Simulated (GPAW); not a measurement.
Si2Mo:

```
Mo Si
1.0
    -1.60000    1.60000    3.93050
     1.60000   -1.60000    3.93050
     1.60000    1.60000   -3.93050
Mo Si
1 2
Direct
  0.00000 0.00000 0.00000
  0.66700 0.66700 0.00000
  0.33300 0.33300 0.00000
```

Program: GPAW 26.7.0. Alike in all runs: cell as given.

Task: Order these runs on this cell by their pressure, lowest first.
A. level PBE; potentials or basis GPAW PAW data sets (gpaw-data 1.2.1), pw; spin off; k mesh 12 × 12 × 12; cutoff (eV) 600; smearing gaussian 0.019 eV; maxiter 150
B. level BLYP; potentials or basis PAW data sets generated in the run's folder for this functional, pw; spin off; k mesh 12 × 12 × 12; cutoff (eV) 600; smearing fermi-dirac 0.05 eV; maxiter 150; band path GXYSGZS1NPY1Z,XP; band points 100
C. level RPBE; potentials or basis the program's PAW data sets (release 1.2.1) made for this functional, pw; spin off; k mesh 12 × 12 × 12; cutoff (eV) 600; smearing fermi-dirac 0.05 eV; maxiter 150; band path GXYSGZS1NPY1Z,XP; band points 100
D. level PBEsol; potentials or basis PAW data sets generated in the run's folder for this functional, pw; spin SOC, no magnetisation; k mesh 9 × 9 × 9; cutoff (eV) 600; smearing fermi-dirac 0.05 eV; maxiter 150; band path GXYSGZS1NPY1Z,XP; band points 100; spin axis theta (degrees) 0; spin axis phi (degrees) 0
E. level LDA+U; potentials or basis the program's PAW data sets (release 1.2.1) made for this functional, pw; spin off; U Mo d U = 7 eV; k mesh 9 × 9 × 9; cutoff (eV) 500; smearing fermi-dirac 0.05 eV; maxiter 120

Result: E (-3.8 GPa), D (-2.1 GPa), A (2.8 GPa), C (5.6 GPa), B (11.5 GPa).

Caveats: spin-orbit coupling was added after a scalar SCF, so levels and gaps hold it while energy, forces, pressure and moments don't (some runs); the cutoff is short for stress and forces, so pressures can be off by a GPa or more (some runs); the U is typed as a test and isn't derived for this compound (some runs).

Not every run made on this cell is shown here.
